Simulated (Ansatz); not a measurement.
**K under pressure: fit and missing row**

K, Cmcm, a = 4.698 Å, b = 8.049 Å, c = 7.528 Å. This isn't the element's structure at ambient conditions. Ansatz: PBEsol, PAW, 420 eV, Γ-centred 10×10×6 mesh on 2 atoms, Gaussian smearing 0.10 eV; no spin polarisation. Cell and atoms are relaxed at each pressure, and no other structure is tried, so the rows at high pressure may lie past a change of phase.

```tsv
V (Å³/atom)	P (GPa)
11.563	?
13.769	49.99
23.631	24.98
32.349	11.99
45.023	3.96
58.925	0.99
71.167	0.00
```

Q: Take V0 = 71.167 Å³/atom, fit the third-order Birch–Murnaghan form to the other rows, and predict the missing pressure.

A: With the Eulerian strain f = ½[(V0/V)^(2/3) − 1] and y = P/[3f(1 + 2f)^(5/2)], the form is the line y = B0 + 1.5 B0 (B0′ − 4) f. Rows (f, y): 0.99470, 1.08; 0.54272, 2.44; 0.34576, 3.11; 0.17847, 3.45; 0.06705, 3.59. Means f = 0.4257, y = 2.7340; Σ(Δf)² = 0.5336, ΣΔfΔy = -1.490; the slope is their ratio. y = 3.923 − 2.792 f GPa, so B0 = 3.9 GPa and B0′ = 4 + 2 × (-2.792)/(3 × 3.923) = 3.53. At V = 11.563, f = 1.17922, y = 0.631 and P = 46.11 GPa. The run gave 89.99 GPa, so the fit is 43.88 GPa too low, 49 % of the span of the series, against an rms of 1.31 GPa on the fitted rows. The row lies outside the fitted range. A fourth-order term fitted to the same rows gives P = 26.57 GPa at this row's volume (the line 46.11, the run 89.99), no gain. Also, this row ran on the mesh 18×18×10, its neighbour on 16×16×8, which can shift it a little. The nearest row lies 17 % from V0, so B0 and B0′ are extrapolations to f = 0.

The mesh isn't the same in all rows (10×10×6, 12×12×6, 12×12×8, 14×14×8, 16×16×8, 18×18×10).